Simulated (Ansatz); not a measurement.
Starting cell, CsBr (CsCl type):

```xyz
4
Lattice="8.7779 0.0000 0.0000 4.3890 4.3890 0.0000 0.0000 0.0000 4.3890" Properties=species:S:1:pos:R:3 pbc="T T T"
Cs     0.0000     0.0000     0.0000
Cs     4.3890     0.0000     0.0000
Br    10.9724     2.1945     2.1945
Br     6.5835     2.1945     2.1945
```

A phonon eigenvector at M = (0.5, 0.5, 0.0) is frozen into this cell: atom i moves by Q times the vector below, so Q is the largest atomic displacement, in Å. The cell is held. (q is in reciprocal vectors of the primitive cell; the cell shown is doubled to hold the pattern.)

```json
[
 {"atom": "Cs1", "x": "0.000", "y": "0.000", "z": "1.000"},
 {"atom": "Cs2", "x": "0.000", "y": "0.000", "z": "-1.000"}
]
```

Atoms not listed stay in place.

The numbers are results of PBE (plane waves to 420 eV, PAW, scalar-relativistic; Ansatz, a quantum-chemistry and plane-wave program), not measurements. k mesh 8×8×8 (Γ-centred), Fermi-Dirac smearing 0.05 eV. Energies are smeared free energies. CsBr was relaxed with its symmetry unable to fall. ΔE is measured from the undisplaced structure.

```tsv
Q (Å)	ΔE (meV/cell)
-0.2800	28.2
-0.2333	19.2
-0.1867	withheld
-0.1400	6.7
-0.0933	2.9
-0.0467	0.7
0.0000	0.0
0.0467	0.7
0.0933	2.9
0.1400	6.7
0.1867	withheld
0.2333	19.2
0.2800	28.2
```

**Question.** Fit an even polynomial form (powers 2, 4) to the given rows and predict ΔE at Q = 0.1867.

**Answer.** Least squares on the 11 given rows: ΔE = (335.5)·Q² + (310.1)·Q⁴, in meV/cell with Q in Å; root-mean-square residual 0.03 meV/cell. At 0.1867 the fit gives 12.1 meV/cell; the calculation gives 12.0 meV/cell, so the interpolation is off by 0.1 (+0.8 %). The quadratic term alone would give 11.7 meV/cell.

(For displaced atoms, the force is minus the slope of the energy, and its curvature is a force constant, which sets phonon frequencies.)
